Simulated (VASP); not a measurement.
Input of a VASP 6.6.1 run:

The input INCAR:

```
PREC     = Accurate       # precision mode
ENCUT    = 520            # plane-wave cutoff, eV
EDIFF    = 1E-7           # SCF threshold, eV
ISMEAR   = -1             # smearing method
SIGMA    = 0.05           # smearing width, eV
LREAL    = False          # projectors in reciprocal space
LASPH    = True           # aspherical terms in the spheres
NELM     = 60             # most SCF steps
ALGO     = Normal         # electronic algorithm
ISIF     = 2              # what is computed and relaxed
LWAVE    = False          # write WAVECAR
LCHARG   = True           # write CHGCAR
GGA      = PS             # functional
LELF     = True           # ELF
LVHAR    = True         
NBANDS   = 16             # bands
```

KPOINTS

```
Automatic mesh
0
Gamma
  9 9 9
```

Contents of POSCAR:

```
Al2Cu
1.0
   -2.0303375000      2.0303375000      2.8510940000
    2.0303375000     -2.0303375000      2.8510940000
    2.0303375000      2.0303375000     -2.8510940000
Cu Al
1 2
Direct
    0.5041870000      0.4947320000      0.0022620000
    0.2455800000      0.7451240000      0.5011330000
    0.7479760000      0.2497260000      0.5009340000
```

Potentials or basis: VASP PAW PBE potentials, release 64 (Cu, Al).

The run is started by

```bash
$ cat potpaw_PBE.64/Cu/POTCAR potpaw_PBE.64/Al/POTCAR > POTCAR
$ mpirun -np 1 vasp_std > vasp.out
```

Question: Estimate the pressure.

Answer: 0.2 GPa.

Question: Estimate the band gap on the k mesh.

Answer: None (metal or under the smearing width).

Question: What does it give for the largest force?

Answer: 0.230 eV/Å.

Forces in eV/Å, atoms in the order of the input:
```
Cu   0.130 -0.176 -0.073
Al  -0.049  0.074  0.114
Al  -0.081  0.102 -0.041
```

Caveat: the PAW data sets were made with another functional, which shifts forces and pressure a little.
